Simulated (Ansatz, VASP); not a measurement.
**LiF in VASP and in Ansatz**

```xyz
2
Lattice="0.0000 2.0148 2.0148 2.0148 0.0000 2.0148 2.0148 2.0148 0.0000" Properties=species:S:1:pos:R:3 pbc="T T T"
Li    0.0000    0.0000    0.0000
F     2.0148    2.0148    2.0148
```

Change from the starting cell: hydrostatic strain +1.0%.

Alike in both runs: task single point; functional PBE; k mesh 10 × 10 × 10; occupations fermi-dirac, width 0.02 eV; no spin polarisation.

|  | VASP | Ansatz |
| --- | --- | --- |
| version | VASP 6.6.1 | Ansatz 0.2.0 |
| potentials or method | VASP PAW PBE potentials, release 64 (Li_sv, F) | plane waves, PAW |
| plane-wave cutoff (eV) | 520 | 420 |
| valence electrons in the cell | 10 | 10 |

```csv
,VASP,Ansatz,Ansatz less VASP
gap on the k mesh at the Fermi level (eV),9.08,9.08,+0.002
```

 A k mesh can miss the band edges.
